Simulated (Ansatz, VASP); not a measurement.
# One calculation of Ir, two programs

```
CELL_PARAMETERS angstrom
0.00000 1.91560 1.91560
1.91560 0.00000 1.91560
1.91560 1.91560 0.00000
ATOMIC_POSITIONS crystal
Ir 0.00000 0.00000 0.00000
```

Alike in both runs: task relaxation of cell and atoms; functional PBEsol; k mesh 12 × 12 × 12; occupations fermi-dirac, width 0.05 eV; no spin polarisation.

```csv
,VASP,Ansatz
version,VASP 6.6.1,Ansatz 0.2.0
potentials or method,"VASP PAW PBE potentials, release 64 (Ir), cutoff 600 eV","all-electron LAPW, scalar-relativistic"
```

Ansatz gave:

- relaxed volume (Å³/atom): 14.03
- relaxed cell length with the largest relative difference (Å): 2.707

Task: Estimate VASP's values.

Result: Relaxed volume (Å³/atom): 14.07; relaxed cell length with the largest relative difference (Å): 2.710.

Ansatz ran all-electron here, so the differences hold the error of VASP's frozen core and of both bases.

Caveats: the PAW data sets were made with another functional, which shifts forces and pressure a little (VASP). Spin-orbit coupling is left out, which matters for the levels of Ir.
